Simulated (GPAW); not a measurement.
# Cu (P6_3/mmc) in GPAW: a series of runs

Aim: see how the results for Cu move with the level of theory and the settings. Levels: PBEsol, PBEsol+D3. Tasks: relaxation of cell and atoms.

All numbers are computed with GPAW 26.7.0; they aren't measurements. Logs are shortened: lines on timing, memory, paths and dates and some standing lists are left out, and cuts for length are marked. The log counts tension as positive stress, the text compression.

## 1. Starting point

The structure is hexagonal, space group P6_3/mmc (No. 194). Conventional cell: a = 2.531 Å, b = 2.531 Å, c = 8.262 Å, α = 90.00°, β = 90.00°, γ = 120.00°. Around Cu (site symmetry -6m2) lie 12 Cu at 2.53 Å. Cu (site symmetry -3m) is surrounded by 12 Cu at 2.53 Å.

This isn't the form of Cu at room conditions, which is fcc.

## 2. Relaxation of cell and atoms, PBEsol

File run.py:

```python
from ase import Atoms
from ase.filters import FrechetCellFilter
from ase.io import write
from ase.optimize import BFGS
from gpaw import GPAW, PW, setup_paths

setup_paths.insert(0, '.')

atoms = Atoms(['Cu', 'Cu', 'Cu', 'Cu'],
              cell=[[2.5307640267, 0.0, 0.0],
                    [-1.2653820134, 2.1917059381, 0.0],
                    [0.0, 0.0, 8.26181508]],
              scaled_positions=[[0.6666666667, 0.3333333333, 0.75],
                                [0.0, 0.0, 0.5],
                                [0.3333333333, 0.6666666667, 0.25],
                                [0.0, 0.0, 0.0]],
              pbc=True)

calc = GPAW(mode=PW(600),
            xc='PBEsol',
            kpts={'size': (8, 8, 2), 'gamma': True},
            occupations={'name': 'fermi-dirac', 'width': 0.05},
            nbands=42,
            convergence={'density': 1e-05, 'forces': 0.0001},
            maxiter=150,
            txt='gpaw.txt')
atoms.calc = calc
opt = BFGS(FrechetCellFilter(atoms), trajectory='relax.traj', logfile='-')
done = opt.run(fmax=0.02, steps=60)
calc.write('gs.gpw')
write('result.traj', atoms)
print('Converged:', done)
print('Cell:', atoms.cell.cellpar().round(4))
print('Volume:', round(atoms.get_volume(), 4))
print(atoms.get_scaled_positions().round(5))
```

Potentials or basis: PAW data sets generated in the run's folder for this functional, pw.

The run is started by

```console
$ gpaw-setup -f PBEsol Cu
$ OMP_NUM_THREADS=1 python run.py
```

gpaw.txt:

```text
__  _  _
 | _ |_)|_||  |
 |__||  | ||/\| - 26.7.0

Input parameters:
  mode=PW(ecut=600.0),
  convergence={'density': 1e-05, 'forces': 0.0001},
  kpts=MonkhorstPack(size=(8, 8, 2), gamma=True),
  maxiter=150,
  nbands=42,
  occupations=Occupations(name='fermi-dirac', width=0.05),
  xc=XC(name='PBEsol')

Diagonalizing LCAO Hamiltonian
Converting LCAO to pw mode

           Cu

       Cu

        Cu

       Cu

Atoms  # Å, Bohr magnetons
|   | symbol |         x |        y |        z |    initial magnetic moments |
|---|--------|-----------|----------|----------|-----------------------------|
| 0 |     Cu |  1.265382 | 0.730569 | 6.196361 | ( 0.0000,  0.0000,  0.0000) |
| 1 |     Cu |  0.000000 | 0.000000 | 4.130908 | ( 0.0000,  0.0000,  0.0000) |
| 2 |     Cu | -0.000000 | 1.461137 | 2.065454 | ( 0.0000,  0.0000,  0.0000) |
| 3 |     Cu |  0.000000 | 0.000000 | 0.000000 | ( 0.0000,  0.0000,  0.0000) |

Unit cell  # Å
| periodic |         x |        y |        z |  lengths |     angles |
|----------|-----------|----------|----------|----------|------------|
|      yes |  2.530764 | 0.000000 | 0.000000 | 2.530764 |  90.000000 |
|      yes | -1.265382 | 2.191706 | 0.000000 | 2.530764 |  90.000000 |
|      yes |  0.000000 | 0.000000 | 8.261815 | 8.261815 | 120.000000 |

Number of symmetries: 12
Symmetry operations  # r_c * U_cc + t_c -> r_c
|    | kind |            matrix            |
|----|------|------------------------------|
|  0 |  σ   |  1, 1, 0,  0,-1, 0,  0, 0, 1 |
|  1 |  S6  |  1, 1, 0, -1, 0, 0,  0, 0,-1 |
|  2 |  E   |  1, 0, 0,  0, 1, 0,  0, 0, 1 |
|  3 |  C2  |  1, 0, 0, -1,-1, 0,  0, 0,-1 |
|  4 |  C2  |  0, 1, 0,  1, 0, 0,  0, 0,-1 |
|  5 |  C3  |  0, 1, 0, -1,-1, 0,  0, 0, 1 |
|  6 |  S6  |  0,-1, 0,  1, 1, 0,  0, 0,-1 |
|  7 |  σ   |  0,-1, 0, -1, 0, 0,  0, 0, 1 |
|  8 |  σ   | -1, 0, 0,  1, 1, 0,  0, 0, 1 |
[... 201 lines left out ...]
Atoms  # Å, Bohr magnetons
|   | symbol |         x |         y |         z |    initial magnetic moments |
|---|--------|-----------|-----------|-----------|-----------------------------|
| 0 |     Cu |  1.265838 |  0.730832 |  6.194032 | ( 0.0000,  0.0000,  0.0000) |
| 1 |     Cu |  0.000000 |  0.000000 |  4.129355 | ( 0.0000,  0.0000,  0.0000) |
| 2 |     Cu | -0.000000 |  1.461664 |  2.064678 | ( 0.0000,  0.0000,  0.0000) |
| 3 |     Cu | -0.000000 | -0.000000 | -0.000000 | ( 0.0000,  0.0000,  0.0000) |

Unit cell  # Å
| periodic |         x |        y |        z |  lengths |     angles |
|----------|-----------|----------|----------|----------|------------|
|      yes |  2.531676 | 0.000000 | 0.000000 | 2.531676 |  90.000000 |
|      yes | -1.265838 | 2.192495 | 0.000000 | 2.531676 |  90.000000 |
|      yes |  0.000000 | 0.000000 | 8.258710 | 8.258710 | 120.000000 |

[... 435 lines left out ...]
|---|--------|-----------|-----------|-----------|-----------------------------|
| 0 |     Cu |  1.277754 |  0.737712 |  6.126699 | ( 0.0000,  0.0000,  0.0000) |
| 1 |     Cu |  0.000000 | -0.000000 |  4.084463 | ( 0.0000,  0.0000,  0.0000) |
| 2 |     Cu | -0.000000 |  1.475423 |  2.042228 | ( 0.0000,  0.0000,  0.0000) |
| 3 |     Cu |  0.000000 |  0.000000 | -0.000000 | ( 0.0000,  0.0000,  0.0000) |

Unit cell  # Å
| periodic |         x |         y |         z |  lengths |     angles |
|----------|-----------|-----------|-----------|----------|------------|
|      yes |  2.555508 |  0.000000 | -0.000000 | 2.555508 |  90.000000 |
|      yes | -1.277754 |  2.213135 | -0.000000 | 2.555508 |  90.000000 |
|      yes |  0.000000 | -0.000000 |  8.168926 | 8.168926 | 120.000000 |

Number of symmetries: 12
Symmetry operations  # r_c * U_cc + t_c -> r_c
|    | kind |            matrix            |
|----|------|------------------------------|
|  0 |  σ   |  1, 1, 0,  0,-1, 0,  0, 0, 1 |
|  1 |  S6  |  1, 1, 0, -1, 0, 0,  0, 0,-1 |
|  2 |  E   |  1, 0, 0,  0, 1, 0,  0, 0, 1 |
|  3 |  C2  |  1, 0, 0, -1,-1, 0,  0, 0,-1 |
|  4 |  C2  |  0, 1, 0,  1, 0, 0,  0, 0,-1 |
|  5 |  C3  |  0, 1, 0, -1,-1, 0,  0, 0, 1 |
|  6 |  S6  |  0,-1, 0,  1, 1, 0,  0, 0,-1 |
|  7 |  σ   |  0,-1, 0, -1, 0, 0,  0, 0, 1 |
|  8 |  σ   | -1, 0, 0,  1, 1, 0,  0, 0, 1 |
[... 169 lines left out ...]
No gap
No difference between direct/indirect transitions

Stress tensor  # eV/Ang^3
|         x |        y |         z |
|-----------|----------|-----------|
|  0.004190 | 0.000000 | -0.000000 |
|  0.000000 | 0.004190 | -0.000000 |
| -0.000000 | 0.000000 |  0.007772 |

Forces  # eV/Ang
|        x |        y |        z |
|----------|----------|----------|
|  0.00000 | -0.00000 | -0.00003 |  # Cu   0
| -0.00000 |  0.00000 |  0.00000 |  # Cu   1
| -0.00000 |  0.00000 |  0.00003 |  # Cu   2
| -0.00000 |  0.00000 |  0.00000 |  # Cu   3
[... 10 lines left out ...]
Atoms  # Å, Bohr magnetons
|   | symbol |         x |         y |         z |    initial magnetic moments |
|---|--------|-----------|-----------|-----------|-----------------------------|
| 0 |     Cu |  1.279033 |  0.738450 |  6.111642 | ( 0.0000,  0.0000,  0.0000) |
| 1 |     Cu |  0.000000 | -0.000000 |  4.074426 | ( 0.0000,  0.0000,  0.0000) |
| 2 |     Cu | -0.000000 |  1.476900 |  2.037210 | ( 0.0000,  0.0000,  0.0000) |
| 3 |     Cu |  0.000000 |  0.000000 | -0.000000 | ( 0.0000,  0.0000,  0.0000) |

Unit cell  # Å
| periodic |         x |         y |         z |  lengths |     angles |
|----------|-----------|-----------|-----------|----------|------------|
|      yes |  2.558066 |  0.000000 |  0.000000 | 2.558066 |  90.000000 |
|      yes | -1.279033 |  2.215350 | -0.000000 | 2.558066 |  90.000000 |
|      yes |  0.000000 | -0.000000 |  8.148852 | 8.148852 | 120.000000 |

Number of symmetries: 12
Symmetry operations  # r_c * U_cc + t_c -> r_c
|    | kind |            matrix            |
|----|------|------------------------------|
|  0 |  σ   |  1, 1, 0,  0,-1, 0,  0, 0, 1 |
|  1 |  S6  |  1, 1, 0, -1, 0, 0,  0, 0,-1 |
|  2 |  E   |  1, 0, 0,  0, 1, 0,  0, 0, 1 |
|  3 |  C2  |  1, 0, 0, -1,-1, 0,  0, 0,-1 |
|  4 |  C2  |  0, 1, 0,  1, 0, 0,  0, 0,-1 |
|  5 |  C3  |  0, 1, 0, -1,-1, 0,  0, 0, 1 |
|  6 |  S6  |  0,-1, 0,  1, 1, 0,  0, 0,-1 |
|  7 |  σ   |  0,-1, 0, -1, 0, 0,  0, 0, 1 |
|  8 |  σ   | -1, 0, 0,  1, 1, 0,  0, 0, 1 |
[... 169 lines left out ...]
No gap
No difference between direct/indirect transitions

Stress tensor  # eV/Ang^3
|         x |        y |         z |
|-----------|----------|-----------|
|  0.004462 | 0.000000 | -0.000000 |
|  0.000000 | 0.004462 | -0.000000 |
| -0.000000 | 0.000000 |  0.005679 |

Forces  # eV/Ang
|        x |        y |        z |
|----------|----------|----------|
| -0.00000 |  0.00000 | -0.00003 |  # Cu   0
|  0.00000 | -0.00000 |  0.00000 |  # Cu   1
|  0.00000 | -0.00000 |  0.00003 |  # Cu   2
|  0.00000 |  0.00000 |  0.00000 |  # Cu   3
[... 442 lines left out ...]
Forces  # eV/Ang
|        x |        y |        z |
|----------|----------|----------|
| -0.00000 |  0.00000 |  0.00001 |  # Cu   0
|  0.00000 |  0.00000 |  0.00000 |  # Cu   1
|  0.00000 | -0.00000 | -0.00001 |  # Cu   2
|  0.00000 |  0.00000 |  0.00000 |  # Cu   3

# Writing to gs.gpw (mode='')
```

It took 2.4 min on 1 thread of Intel Xeon Platinum 8488C (Sapphire Rapids), shared host; peak memory 0.31 GiB.

Results:

- Free energy: -16.8699 eV
- Relaxed volume: 11.50 Å³/atom
- Relaxed cell: a = 2.557 Å, b = 2.557 Å, c = 8.124 Å, α = 90.00°, β = 90.00°, γ = 120.00°
- Space group after relaxing (to 0.05 Å): P6_3/mmc (No. 194)
- Energy gained by relaxing: 2.5 meV/atom
- Ionic steps: 7
- Pressure after relaxing: -0.1 GPa
- Band gap on the k mesh: none (metal or under the smearing width)

The path:
```csv
step,energy change (eV),largest force (eV/Å),pressure (GPa),volume (Å³)
1,0.0000,0.0000,0.45,45.83
2,-0.0005,0.0000,0.39,45.84
3,-0.0074,0.0000,-0.78,46.17
4,-0.0083,0.0000,-0.86,46.20
5,-0.0092,0.0000,-0.78,46.18
6,-0.0099,0.0000,-0.46,46.09
7,-0.0099,0.0000,-0.11,45.99
```

Final structure:
```
Cu
1.0
     2.55670    0.00000    0.00000
    -1.27835    2.21417    0.00000
     0.00000    0.00000    8.12385
Cu
4
Direct
  0.66667 0.33333 0.75000
  0.00000 0.00000 0.50000
  0.33333 0.66667 0.25000
  0.00000 0.00000 0.00000
```

Levels at points of the mesh, in eV from the Fermi level:
| k point | band 19 | band 20 | band 21 | band 22 | band 23 | band 24 | band 25 | band 26 |
| --- | --- | --- | --- | --- | --- | --- | --- | --- |
| (0.00, 0.00, 0.00) | -2.07 | -1.86 | -1.86 | -1.55 | -1.55 | -0.76 | 4.41 | 13.53 |
| (0.00, 0.00, 0.50) | -2.18 | -2.18 | -1.69 | -1.69 | -1.69 | -1.69 | 7.69 | 7.69 |
| (0.50, 0.50, 0.00) | -1.41 | -1.41 | -0.64 | 0.43 | 1.02 | 1.59 | 4.75 | 4.80 |
| (0.50, 0.50, 0.50) | -1.44 | -1.44 | 0.08 | 0.08 | 1.40 | 1.40 | 5.33 | 5.33 |

Caveat: the k mesh is coarse (spacing up to 0.38 Å⁻¹), so the values aren't converged; with this Cu data set, volumes or pressures lay over 1.5 % or 2 GPa off other programs in two to four cells of ten; later steps reuse the first step's grids.

## 3. Relaxation of cell and atoms, PBEsol+D3

Edit run.py of step 2 so:

```diff
@@ -1,2 +1,3 @@
 from ase import Atoms
+from ase.calculators.mixing import SumCalculator
 from ase.filters import FrechetCellFilter
@@ -4,2 +5,3 @@
 from ase.optimize import BFGS
+from dftd3.ase import DFTD3
 from gpaw import GPAW, PW, setup_paths
@@ -26,3 +28,3 @@
             txt='gpaw.txt')
-atoms.calc = calc
+atoms.calc = SumCalculator([calc, DFTD3(method='pbesol', damping='d3zero')])
 opt = BFGS(FrechetCellFilter(atoms), trajectory='relax.traj', logfile='-')
```

Potentials or basis: PAW data sets generated in the run's folder for this functional, pw.

The run is started by

```console
$ gpaw-setup -f PBEsol Cu
$ OMP_NUM_THREADS=1 python run.py
```

It took 3 min on 1 thread of Intel Xeon Platinum 8488C (Sapphire Rapids), shared host; peak memory 0.31 GiB.

The run converged. Its results:

```yaml
Free_energy: -18.5519 eV
Relaxed_volume: 11.01 Å³/atom
Relaxed_cell: a = 2.518 Å, b = 2.518 Å, c = 8.018 Å, α = 90.00°, β = 90.00°, γ = 120.00°
Space_group_after_relaxing_to_0.05_Å: P6_3/mmc (No. 194)
Energy_gained_by_relaxing: 11.5 meV/atom
Ionic_steps: 9
Pressure_after_relaxing: -0.1 GPa
Band_gap_on_the_k_mesh: none (metal or under the smearing width)
Dispersion_energy_per_atom: -0.432 eV
```

Step by step:
```csv
step,energy change (eV),largest force (eV/Å),pressure (GPa),volume (Å³)
1,0.0000,0.0000,-6.65,45.83
2,-0.0091,0.0000,-5.90,45.59
3,-0.0394,0.0000,0.63,43.84
4,-0.0399,0.0000,0.19,43.94
5,-0.0405,0.0000,-0.10,44.02
6,-0.0423,0.0000,-0.62,44.14
7,-0.0444,0.0000,-0.73,44.17
8,-0.0459,0.0000,-0.38,44.09
9,-0.0459,0.0000,-0.09,44.02
```

Final structure:
```yaml
crystal:
  lattice:
    - [2.51790, 0.00000, 0.00000]
    - [-1.25895, 2.18057, 0.00000]
    - [0.00000, 0.00000, 8.01784]
  atoms:
    - { symbol: Cu, position: [0.66667, 0.33333, 0.75000] }
    - { symbol: Cu, position: [0.00000, 0.00000, 0.50000] }
    - { symbol: Cu, position: [0.33333, 0.66667, 0.25000] }
    - { symbol: Cu, position: [0.00000, 0.00000, 0.00000] }
```

Levels at points of the mesh, in eV from the Fermi level:
| k point | band 20 | band 21 | band 22 | band 23 | band 24 | band 25 |
| --- | --- | --- | --- | --- | --- | --- |
| (0.00, 0.00, 0.00) | -1.94 | -1.94 | -1.61 | -1.61 | -0.92 | 4.61 |
| (0.00, 0.00, 0.50) | -2.28 | -1.76 | -1.76 | -1.76 | -1.76 | 7.92 |
| (0.50, 0.50, 0.00) | -1.45 | -0.75 | 0.35 | 1.06 | 1.64 | 4.99 |
| (0.50, 0.50, 0.50) | -1.49 | 0.06 | 0.06 | 1.43 | 1.43 | 5.53 |

Caveat: the k mesh is coarse (spacing up to 0.38 Å⁻¹), so the values aren't converged; with this Cu data set, volumes or pressures lay over 1.5 % or 2 GPa off other programs in two to four cells of ten; later steps reuse the first step's grids; pairwise dispersion overbinds metals, which lowers pressure and volume.
